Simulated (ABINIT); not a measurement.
# Ti (Im-3m) in ABINIT: settings compared

One crystal, Ti, is run at these levels: rSCAN+U, r2SCAN, LDA; tasks: relaxation of cell and atoms, single point.

All numbers are computed with ABINIT 10.8.3 (patched build); they aren't measurements. Logs are shortened: lines on timing, memory, paths and dates and some standing lists are left out, and cuts for length are marked. The log counts tension as positive stress, the text compression.

## 1. Starting point

It takes space group Im-3m (No. 229, cubic). The conventional cell has a = 3.282 Å, b = 3.282 Å, c = 3.282 Å, α = 90.00°, β = 90.00°, γ = 90.00°. Ti (site symmetry m-3m) has 8 Ti at 2.84 Å as nearest neighbours.

This isn't the form of Ti at room conditions, which is hcp.

## 2. Relaxation of cell and atoms, rSCAN+U (volume scaled by 0.88)

run.abi reads:

```
# Pseudopotentials
pp_dirpath "./"
pseudos "Ti.GGA_PBE-JTH.xml"

# Structure
acell 2.7237261001 2.7237261001 2.7237261001 Angstrom
rprim
    -0.5773502692     0.5773502692     0.5773502692
     0.5773502692    -0.5773502692     0.5773502692
     0.5773502692     0.5773502692    -0.5773502692
ntypat 1
znucl 22
natom 1
typat 1
xred
     0.0000000000     0.0000000000     0.0000000000
chkprim 0
chksymtnons 0
tolsym 1.0e-6

# Plane-wave basis
ecut 18.0
pawecutdg 36.0

# k points
kptopt 2
ngkpt 6 6 6
nshiftk 1
shiftk 0.0 0.0 0.0

# Exchange and correlation
ixc -493494
usekden 1
pawxcdev 0

# Bands and occupations
nband 10
occopt 3
tsmear 0.00183747

# DFT+U
usepawu 1
lpawu 2
upawu 1.0 eV
jpawu 0.7 eV
dmatpuopt 1
usedmatpu 10
dmatpawu
    0.31883   0.11110  -0.13137   0.09104  -0.14097
    0.11110   0.03872  -0.04578   0.03173  -0.04912
   -0.13137  -0.04578   0.05413  -0.03751   0.05808
    0.09104   0.03173  -0.03751   0.02600  -0.04025
   -0.14097  -0.04912   0.05808  -0.04025   0.06233

# Spin
nsym 1

# SCF cycle
nstep 80
tolvrs 1.0e-7
nnsclo 2

# Output
iomode 3
prtwf 0
prtden 0
prteig 0
prtebands 0
prtvol 2

# Relaxation
ionmov 2
ntime 60
tolmxf 0.0002
optcell 2
dilatmx 1.15
ecutsm 0.5
```

Potentials or basis: JTH PAW PBE v2.0.

The run is started by

```bash
$ abinit run.abi > log 2>&1
```

run.abo:

```text
.Version 10.8.3 of ABINIT
 Symmetries : space group P1 (#  1); Bravais aP (primitive triclinic)
================================================================================
 Values of the parameters that define the memory need of the present run
     intxc =       0    ionmov =       2      iscf =      17    lmnmax =      18
     lnmax =       6     mgfft =      24  mpssoang =       3    mqgrid =    3001
     natom =       1  nloc_mem =       2    nspden =       1   nspinor =       1
    nsppol =       1      nsym =       1    n1xccc =       1    ntypat =       1
    occopt =       3   xclevel =       2
       mpw =         590          nfft =       13824          nkpt =         112
 PAW method is used; the additional fine FFT grid is defined by:
   mgfftf=        32    nfftf =     32768
================================================================================
================================================================================

--------------------------------------------------------------------------------
------------- Echo of variables that govern the present computation ------------
--------------------------------------------------------------------------------
 -outvars: echo values of preprocessed input variables --------
            acell      5.1470963712E+00  5.1470963712E+00  5.1470963712E+00 Bohr
              amu      4.78800000E+01
          chkprim           0
      chksymtnons           0
          dilatmx      1.15000000E+00
         dmatpawu        0.31883    0.11110   -0.13137    0.09104   -0.14097
                         0.11110    0.03872   -0.04578    0.03173   -0.04912
                        -0.13137   -0.04578    0.05413   -0.03751    0.05808
                         0.09104    0.03173   -0.03751    0.02600   -0.04025
                        -0.14097   -0.04912    0.05808   -0.04025    0.06233
        dmatpuopt           1
             ecut      1.80000000E+01 Hartree
           ecutsm      5.00000000E-01 Hartree
           ionmov           2
              ixc     -493494
            jpawu      2.57245255E-02 Hartree
           kptopt           2
         kptrlatt        6    0    0      0    6    0      0    0    6
          kptrlen      3.08825782E+01
            lpawu           2
            natom           1
            nband          10
            ngfft          24      24      24
          ngfftdg          32      32      32
             nkpt         112
           nnsclo           2
            nstep          80
             nsym           1
            ntime          60
           ntypat           1
           occopt           3
          optcell           2
        pawecutdg      3.60000000E+01 Hartree
         pawxcdev           0
           prtden           0
        prtebands           0
           prteig           0
          prtkden           1
           prtvol           2
            prtwf           0
            rprim     -5.7735026920E-01  5.7735026920E-01  5.7735026920E-01
                       5.7735026920E-01 -5.7735026920E-01  5.7735026920E-01
                       5.7735026920E-01  5.7735026920E-01 -5.7735026920E-01
          spgroup           1
           tolmxf      2.00000000E-04
           tolsym      1.00000000E-06
           tolvrs      1.00000000E-07
           tsmear      1.83747000E-03 Hartree
            typat      1
            upawu      3.67493222E-02 Hartree
        usedmatpu          10
          usekden           1
          usepawu           1
           useylm           1
            znucl       22.00000

================================================================================

 chkinp: Checking input parameters for consistency.

================================================================================
== DATASET  1 ==================================================================

--- !DatasetInfo
iteration_state: {dtset: 1, }
dimensions: {natom: 1, nkpt: 112, mband: 10, nsppol: 1, nspinor: 1, nspden: 1, mpw: 590, }
cutoff_energies: {ecut:  18.0, pawecutdg:  36.0, }
electrons: {nelect:   1.20000000E+01, charge:   0.00000000E+00, occopt:   3.00000000E+00, tsmear:   1.83747000E-03, }
meta: {optdriver: 0, ionmov: 2, optcell: 2, iscf: 17, paral_kgb: 0, }
...

 Real(R)+Recip(G) space primitive vectors, cartesian coordinates (Bohr,Bohr^-1):
 R(1)= -2.9716775  2.9716775  2.9716775  G(1)=  0.0000000  0.1682551  0.1682551
 R(2)=  2.9716775 -2.9716775  2.9716775  G(2)=  0.1682551  0.0000000  0.1682551
 R(3)=  2.9716775  2.9716775 -2.9716775  G(3)=  0.1682551  0.1682551  0.0000000
 Unit cell volume ucvol=  1.0496995E+02 bohr^3
 Angles (23,13,12)=  1.09471221E+02  1.09471221E+02  1.09471221E+02 degrees

 Coarse grid specifications (used for wave-functions):

 getcut: wavevector=  0.0000  0.0000  0.0000  ngfft=  24  24  24
         ecut(hartree)=     23.805   => boxcut(ratio)=   2.12300

 Fine grid specifications (used for densities):

 getcut: wavevector=  0.0000  0.0000  0.0000  ngfft=  32  32  32
[... 25 lines left out ...]

---SELF-CONSISTENT-FIELD CONVERGENCE--------------------------------------------
[... 450 lines left out ...]
 Difference of energy with previous step (new-old):
           Absolute (Ha)=-1.08237E-06
           Relative     =-1.91698E-08

 At Broyd/MD step   4, gradients are converged :
  max grad (force/stress) = 1.0916E-04 < tolmxf= 2.0000E-04 ha/bohr (free atoms)

================================================================================

 ----iterations are completed or convergence reached----

 Mean square residual over all n,k,spin=   11.462E-14; max=  23.017E-12
   0.0000  0.0000  0.0000    1  2.95719E-13 kpt; spin; max resid(k); each band:
  2.90E-14 2.76E-15 2.74E-15 2.96E-15 2.96E-13 1.28E-19 4.47E-20 1.15E-19
  5.66E-20 5.96E-20
   0.1667  0.0000  0.0000    1  1.67043E-14 kpt; spin; max resid(k); each band:
  1.67E-14 5.19E-15 1.07E-14 6.91E-15 1.06E-14 6.36E-19 5.33E-15 2.25E-19
  2.73E-15 9.64E-18
   0.3333  0.0000  0.0000    1  1.42643E-13 kpt; spin; max resid(k); each band:
  1.23E-13 4.29E-15 1.14E-14 1.90E-15 1.43E-13 3.12E-19 8.99E-14 7.31E-15
  7.30E-18 2.01E-18
   0.5000  0.0000  0.0000    1  4.79211E-13 kpt; spin; max resid(k); each band:
  4.79E-13 2.80E-14 6.83E-15 3.07E-15 3.40E-14 1.47E-19 7.29E-16 8.75E-14
  1.94E-18 8.14E-18
   0.0000  0.1667  0.0000    1  1.36470E-14 kpt; spin; max resid(k); each band:
  1.36E-14 5.19E-15 1.29E-14 7.23E-15 1.07E-14 7.95E-19 5.26E-15 4.17E-19
  2.75E-15 1.00E-17
   0.1667  0.1667  0.0000    1  8.36135E-14 kpt; spin; max resid(k); each band:
  8.23E-14 1.72E-14 2.11E-14 8.17E-15 8.36E-14 3.93E-15 3.48E-15 4.47E-15
[... 304 lines left out ...]
  -0.1667  0.3333  0.5000    1  5.51999E-13 kpt; spin; max resid(k); each band:
  1.12E-13 2.53E-14 2.66E-15 3.57E-15 1.37E-13 2.23E-14 2.39E-14 2.25E-14
  2.70E-13 5.52E-13
   0.0000  0.5000  0.5000    1  4.81673E-13 kpt; spin; max resid(k); each band:
  4.82E-13 3.04E-14 6.05E-15 3.32E-15 3.50E-14 9.61E-19 1.05E-15 8.66E-14
  4.30E-18 5.43E-19
   0.1667  0.5000  0.5000    1  2.53077E-13 kpt; spin; max resid(k); each band:
  2.53E-13 5.75E-15 2.54E-14 2.89E-14 1.96E-14 2.14E-15 3.56E-17 6.04E-14
  9.60E-19 7.63E-16
   0.3333  0.5000  0.5000    1  1.24881E-13 kpt; spin; max resid(k); each band:
  1.25E-13 2.51E-15 2.47E-15 1.69E-14 1.41E-15 2.54E-16 9.82E-17 2.58E-15
  1.04E-18 6.77E-15
   0.5000  0.5000  0.5000    1  1.77784E-11 kpt; spin; max resid(k); each band:
  2.62E-15 9.39E-16 3.58E-15 4.11E-15 1.46E-18 1.30E-18 6.33E-19 4.80E-19
  1.38E-18 1.78E-11
 reduced coordinates (array xred) for    1 atoms
       0.000000000000      0.000000000000      0.000000000000
 rms dE/dt=  1.7408E-08; max dE/dt=  1.8404E-08; dE/dt below (all hartree)
    1      -0.000000020077     -0.000000012936      0.000000018404

 cartesian coordinates (angstrom) at end:
    1      0.00000000000000     0.00000000000000     0.00000000000000

 cartesian forces (hartree/bohr) at end:
    1      0.00000000000000     0.00000000000000     0.00000000000000
 frms,max,avg= 0.0000000E+00 0.0000000E+00  -8.904E-10  2.725E-10  5.376E-09 h/b

 cartesian forces (eV/Angstrom) at end:
    1      0.00000000000000     0.00000000000000     0.00000000000000
 frms,max,avg= 0.0000000E+00 0.0000000E+00  -4.579E-08  1.401E-08  2.764E-07 e/A
 length scales=  5.318214542932  5.318219198345  5.318221707449 bohr
              =  2.814277936903  2.814280400442  2.814281728202 angstroms
 Fermi (or HOMO) energy (hartree) =   0.27916   Average Vxc (hartree)=  -0.43300
 Eigenvalues (hartree) for nkpt= 112  k points:
 kpt#   1, nband= 10, wtk=  0.00463, kpt=  0.0000  0.0000  0.0000 (reduced coord)
  -1.88762   -0.96195   -0.96195   -0.96195    0.04419    0.31968    0.31968    0.31968
   0.38509    0.38509
      occupation numbers for kpt#   1
   2.00000    2.00000    2.00000    2.00000    2.00000    0.00000    0.00000    0.00000
   0.00000    0.00000
 kpt#   2, nband= 10, wtk=  0.00926, kpt=  0.1667  0.0000  0.0000 (reduced coord)
  -1.88634   -0.96875   -0.96401   -0.96200    0.07951    0.30438    0.31063    0.34506
   0.37360    0.38650
      occupation numbers for kpt#   2
   2.00000    2.00000    2.00000    2.00000    2.00000    0.00000    0.00000    0.00000
   0.00000    0.00000
 kpt#   3, nband= 10, wtk=  0.00926, kpt=  0.3333  0.0000  0.0000 (reduced coord)
  -1.88375   -0.98189   -0.96808   -0.96211    0.15571    0.27727    0.28939    0.38051
   0.39308    0.40559
      occupation numbers for kpt#   3
   2.00000    2.00000    2.00000    2.00000    2.00000    1.47384    0.00762    0.00000
[... 640 lines left out ...]
      occupation numbers for kpt# 110
   2.00000    2.00000    2.00000    2.00000    2.00000    1.99941    0.00068    0.00000
   0.00000    0.00000
 kpt# 111, nband= 10, wtk=  0.00926, kpt=  0.3333  0.5000  0.5000 (reduced coord)
  -1.87979   -0.98191   -0.97738   -0.97549    0.20940    0.21198    0.36878    0.37775
   0.43392    0.55851
      occupation numbers for kpt# 111
   2.00000    2.00000    2.00000    2.00000    2.00000    2.00000    0.00000    0.00000
   0.00000    0.00000
 kpt# 112, nband= 10, wtk=  0.00463, kpt=  0.5000  0.5000  0.5000 (reduced coord)
  -1.87890   -0.97976   -0.97976   -0.97976    0.19313    0.19313    0.43064    0.43064
   0.43064    0.60437
      occupation numbers for kpt# 112
   2.00000    2.00000    2.00000    2.00000    2.00000    2.00000    0.00000    0.00000
   0.00000    0.00000
 Total charge density [el/Bohr^3]
)     Maximum=    1.4235E+00  at reduced coord.    0.0000    0.0000    0.0000
)Next maximum=    1.4066E+00  at reduced coord.    0.0313    0.0313    0.0313
)     Minimum=    2.7538E-02  at reduced coord.    0.0000    0.0000    0.5000
)Next minimum=    2.7538E-02  at reduced coord.    0.0000    0.5000    0.0000
   Integrated=    1.2000E+01

--- !EnergyTerms
iteration_state     : {dtset: 1, itime: 4, icycle: 1, }
comment             : Components of total free energy in Hartree
kinetic             :  7.72940111075100E+00
hartree             :  1.13433817015890E+01
xc                  : -3.03343031090574E+00
Ewald energy        : -4.26684714111598E+01
psp_core            :  2.64222216855273E+00
local_psp           : -3.42442396355588E+01
PAW spherical_terms :  1.76973008794932E+00
internal            : -5.64614062887823E+01
'-kT*entropy'       : -8.66125817341808E-04
total_energy        : -5.64622724145996E+01
total_energy_eV     : -1.53641670299947E+03
...

--- !EnergyTermsDC
iteration_state     : {dtset: 1, itime: 4, icycle: 1, }
comment             : '"Double-counting" decomposition of free energy'
band_energy         : -8.71465043156115E+00
Ewald energy        : -4.26684714111598E+01
psp_core            :  2.64222216855273E+00
xc_dc               : -1.07719441187555E+01
PAW spherical_terms :  3.05148395362797E+00
internal            : -5.64613598392958E+01
'-kT*entropy'       : -8.66125817341808E-04
total_energy_dc     : -5.64622259651131E+01
total_energy_dc_eV  : -1.53641543904455E+03
...

--- !EnergyTermsWithPAWCore
iteration_state     : {dtset: 1, itime: 4, icycle: 1, }
comment             : 'Components of total free energy, including PAW core contributions'
Total energy        : -8.54131765388038E+02
Total energy DC     : -8.54131718938552E+02
Total energy (eV)   : -2.32421093729355E+04
Total energy DC (eV): -2.32421081089806E+04
...

 Cartesian components of stress tensor (hartree/bohr^3)
  sigma(1 1)=  1.08825720E-06  sigma(3 2)=  2.34873778E-09
  sigma(2 2)=  1.08950518E-06  sigma(3 1)=  1.08398662E-09
  sigma(3 3)=  1.09156058E-06  sigma(2 1)=  4.93825229E-10

-Cartesian components of stress tensor (GPa)         [Pressure= -3.2062E-02 GPa]
- sigma(1 1)=  3.20176322E-02  sigma(3 2)=  6.91022512E-05
- sigma(2 2)=  3.20543490E-02  sigma(3 1)=  3.18919875E-05
- sigma(3 3)=  3.21148211E-02  sigma(2 1)=  1.45288398E-05

== END DATASET(S) ==============================================================
================================================================================

 -outvars: echo values of variables after computation  --------
            acell      5.3182145429E+00  5.3182191983E+00  5.3182217074E+00 Bohr
           etotal     -5.6462225965E+01
            fcart      0.0000000000E+00  0.0000000000E+00  0.0000000000E+00
            rprim     -5.7735124127E-01  5.7734986769E-01  5.7734969861E-01
                       5.7734999116E-01 -5.7735086511E-01  5.7734995131E-01
                       5.7735012735E-01  5.7735025658E-01 -5.7735042363E-01
           strten      1.0882571981E-06  1.0895051763E-06  1.0915605835E-06
                       2.3487377777E-09  1.0839866224E-09  4.9382522910E-10
 Calculation completed.
```

Wall time 4.2 min (1 thread of Intel Xeon 6975P-C (Granite Rapids), shared host); peak memory 0.13 GiB.

Results:

```yaml
Free_energy: -1536.4154 eV
Relaxed_volume: 17.16 Å³/atom
Relaxed_cell: a = 2.814 Å, b = 2.814 Å, c = 2.814 Å, α = 109.47°, β = 109.47°, γ = 109.47°
Space_group_after_relaxing_to_0.05_Å: Im-3m (No. 229)
Energy_gained_by_relaxing: 71.6 meV/atom
Ionic_steps: 4
Pressure_after_relaxing: 0.0 GPa
Band_gap_on_the_k_mesh: none (metal or under the smearing width)
Valence_electrons_inside_the_program's_atomic_spheres: Ti 10.13 (radii [1.2214] Å)
```

Step by step:
```tsv
step	energy change (eV)	largest force (eV/Å)	pressure (GPa)	volume (Å³)
1	0.0000	0.0000	11.73	15.55
2	-0.0372	0.0000	7.33	16.12
3	-0.0716	0.0000	-0.23	17.19
4	-0.0716	0.0000	-0.03	17.16
```

Final structure:
```
Ti
1.0
    -1.62483    1.62482    1.62482
     1.62482   -1.62483    1.62482
     1.62483    1.62483   -1.62483
Ti
1
Cartesian
  0.0000 0.0000 0.0000
```

Eigenvalues of the final occupation matrices:
| site | spin | trace | eigenvalues |
| --- | --- | --- | --- |
| atom 1 | 1 | 0.63 | 0.12 0.12 0.12 0.13 0.13 |

Caveat: the k mesh is coarse (spacing up to 0.47 Å⁻¹), so the values aren't converged; totals of a meta-GGA on PAW files have another zero than those of a GGA; the PAW data sets were made with another functional, which shifts forces and pressure a little; U without spin polarisation on a metal has little footing; the U is typed as a test and isn't derived for this compound.

(Part 1 of 3 ends here.)
